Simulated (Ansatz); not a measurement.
The system is Co.

```xyz
2
Lattice="2.4720 0.0000 0.0000 -1.2360 2.1408 0.0000 0.0000 0.0000 4.0211" Properties=species:S:1:pos:R:3 pbc="T T T"
Co    1.2360    0.7136    3.0159
Co    0.0000    1.4272    1.0053
```

Program: Ansatz 0.2.0. Alike in all runs: cell as given; k mesh 12 × 12 × 7; cutoff (eV) 315; smearing fermi-dirac 0.05 eV; basis error allowed 0.001 eV/atom.

Task: Order these runs on this cell by their pressure, lowest first.
A. level PBE+D4; potentials or basis all-electron LAPW, point nuclei; spin collinear, antiferromagnetic start; other functionals evaluated on the density BLYP, PBEsol, PBE
B. level PBE; potentials or basis all-electron LAPW, scalar-relativistic; spin collinear, ferromagnetic start
C. level LDA; potentials or basis all-electron LAPW, scalar-relativistic; spin collinear, ferromagnetic start
D. level PBEsol; potentials or basis all-electron LAPW, scalar-relativistic; spin collinear, ferromagnetic start

Result: C (-14.8 GPa), D (-5.8 GPa), A (-1.5 GPa), B (4.6 GPa).

Caveats: pairwise dispersion overbinds metals, which lowers pressure and volume (some runs).

Not every run made on this cell is shown here.
